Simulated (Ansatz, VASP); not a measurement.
# SnTe in VASP and in Ansatz

The input INCAR:

```
SYSTEM = SnTe
PREC = Accurate ; ENCUT = 520
EDIFF = 1E-7 ; ISMEAR = -1
SIGMA = 0.05 ; LREAL = .False.
LASPH = .True. ; NELM = 100
ALGO = Normal ; ISIF = 2
LWAVE = .False. ; LCHARG = .False.
GGA = PE ; NBANDS = 17
```

File KPOINTS:

```
regular mesh
0
Gamma
  7 7 7
  0 0 0
```

The input POSCAR:

```
SnTe
1.0
    0.0000000000      3.6819707652      3.6819707652
    3.6819707652      0.0000000000      3.6819707652
    3.6819707652      3.6819707652      0.0000000000
Te Sn
1 1
Direct
    0.2500000000      0.2500000000      0.2500000000
    0.0000000000      0.0000000000      0.0000000000
```

The input input.yaml:

```yaml
crystal:
  lattice:
    - [0.0, 3.6819707652, 3.6819707652]
    - [3.6819707652, 0.0, 3.6819707652]
    - [3.6819707652, 3.6819707652, 0.0]
  atoms:
    - { symbol: Te, position: [0.25, 0.25, 0.25] }
    - { symbol: Sn, position: [0.0, 0.0, 0.0] }
hamiltonian:
  xc: pbe
  pseudopotentials: { kind: paw }
kpoints:
  mp_grid: { grid: [7, 7, 7] }
scf:
  occupations: { method: fermi_dirac, width: 0.05 }
output:
  forces: true
  stress: true
  eigenvalues: true
```

Change from the starting cell: volume scaled by 1.06.

Alike in both runs: task single point; functional PBE; k mesh 7 × 7 × 7; occupations fermi-dirac, width 0.05 eV; no spin polarisation.

|  | VASP | Ansatz |
| --- | --- | --- |
| version | VASP 6.6.1 | Ansatz 0.2.0 |
| potentials or method | VASP PAW PBE potentials, release 64 (Te, Sn_d) | Ansatz PAW |
| plane-wave cutoff (eV) | 520 | 420 |
| valence electrons in the cell | 20 | 30 |

```csv
,VASP,Ansatz,Ansatz less VASP
gap on the k mesh at the Fermi level (eV),0.46,0.46,+0.002
least direct gap on the mesh (eV),0.88,0.88,+0.001
pressure (GPa),-1.3,-1.3,+0.01
```

With one functional, cell and mesh, what is left measures potentials, basis and numerics. The two sets of potentials don't hold the same shells in valence.

Caveats: spin-orbit coupling is left out, which moves the levels of the heavy elements; an odd mesh through Γ misses points on the zone boundary, where band edges often lie (VASP); odd divisions of the mesh miss points on the zone boundary, where band edges often lie, so the gap on the mesh can be too wide (Ansatz).
